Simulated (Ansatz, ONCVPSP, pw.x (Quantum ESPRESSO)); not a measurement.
Which Zr potential is closest to all-electron in the fcc crystal?

All use PBEsol, scalar-relativistic, no spin, cutoffs from each file’s atomic test, pw.x 7.5; 13³ k-points, Fermi–Dirac smearing 0.01 Ry. Δ is the rms difference from all-electron LAPW of the E(V) curves that follow from fits to the pressures, over ±6 % in volume. Mesh and smearing are coarse and serve the comparison alone. The files are a selection: those with a ghost or negative overlap were mostly not run, and those with noisy or unconverged pressures or nearly equal Δ are left out.

All-electron: a0 = 4.471 Å (V0 = 22.34 Å³/atom), B0 = 94.3 GPa.

Problem. Rank them by Δ, smallest first.
A. optimised norm-conserving Vanderbilt (ONCV), ONCVPSP 4.0.1.1 (patched build), PBEsol; core [Ar] 3d10, reference 4s2 4p6 4d2; waves: 4s: rc 2.05 bohr, ncon 4, nbas 7, qcut 7.5 1/bohr, 3 projectors, debl 2.4 Ha; 4p: rc 1.65 bohr, ncon 4, nbas 7, qcut 7.5 1/bohr, 2 projectors, debl 0.7 Ha; 4d: rc 2.15 bohr, ncon 4, nbas 9, qcut 6.6 1/bohr, 2 projectors, debl 1.6 Ha; local part: polynomial inside 1.15 bohr (lpopt 5, dvloc0 2 Ha); core correction: Teter function fitted to the true core (icmod 2), fcfact 0.7. In the s channel the program set the typed energies aside and used -2.533, 0.050, 2.450 Ha. In the p channel the program set the typed energies aside and used -1.723, 0.250 Ha.
B. optimised norm-conserving Vanderbilt (ONCV), ONCVPSP 4.0.1.1 (patched build), PBEsol; core [Ar] 3d10, reference 4s2 4p6 4d2 5s2; waves: 4s+5s: rc 2.15 bohr, ncon 4, nbas 8, qcut 4.8 1/bohr, 2 projectors; 4p: rc 2.10 bohr, ncon 3, nbas 6, qcut 7 1/bohr, 1 projector; 4d: rc 2.85 bohr, ncon 5, nbas 10, qcut 4.8 1/bohr, 2 projectors, debl 0.8 Ha; local part: polynomial inside 2.05 bohr (lpopt 5, dvloc0 2 Ha); core correction: Teter function fitted to the true core (icmod 2), fcfact 0.5.
C. optimised norm-conserving Vanderbilt (ONCV), ONCVPSP 4.0.1.1 (patched build), PBEsol; core [Ar] 3d10 4s2, reference 4p6 4d2 5s2; waves: 5s: rc 3.05 bohr, ncon 5, nbas 10, qcut 2.4 1/bohr, 1 projector; 4p: rc 2.10 bohr, ncon 3, nbas 7, qcut 7.2 1/bohr, 2 projectors, debl 0.3 Ha; 4d: rc 2.80 bohr, ncon 4, nbas 8, qcut 6.4 1/bohr, 1 projector; local part: polynomial inside 2.05 bohr (lpopt 5, dvloc0 4 Ha); core correction: Teter function, fcfact 4.5, rcfact 1.55. In the p channel the program set the typed energies aside and used -1.192, 0.250 Ha.

Solution. A (0.1 meV/atom), B (4.6 meV/atom), C (7.6 meV/atom).
